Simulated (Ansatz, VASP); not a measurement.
HfC in VASP and in Ansatz

```xyz
2
Lattice="0.0000 2.5127 2.5127 2.5127 0.0000 2.5127 2.5127 2.5127 0.0000" Properties=species:S:1:pos:R:3 pbc="T T T"
Hf    0.0000    0.0000    0.0000
C     1.2563    1.2563    1.2563
```

Alike in both runs: task single point; functional r2SCAN; k mesh 12 × 12 × 12; occupations gaussian, width 0.05 eV; no spin polarisation.

```csv
,VASP,Ansatz
version,VASP 6.6.1,Ansatz 0.2.0
potentials or method,"VASP PAW PBE potentials, release 64 (Hf_pv, C)","scalar-relativistic, plane waves, PAW"
plane-wave cutoff (eV),520,500
valence electrons in the cell,14,30
```

```csv
,VASP,Ansatz,Ansatz less VASP
gap on the k mesh at the Fermi level (eV),0.58,0.57,-0.009
least direct gap on the mesh (eV),0.58,0.57,-0.009
pressure (GPa),-0.4,0.1,+0.57
```

The two sets of potentials don't hold the same shells in valence.

Caveats: the PAW data sets were made with another functional, which shifts forces and pressure a little (VASP); spin-orbit coupling is left out, which moves the levels of the heavy elements. r2SCAN opens gaps a little over a GGA but as a rule still falls short of measured ones. A k mesh can miss the band edges.
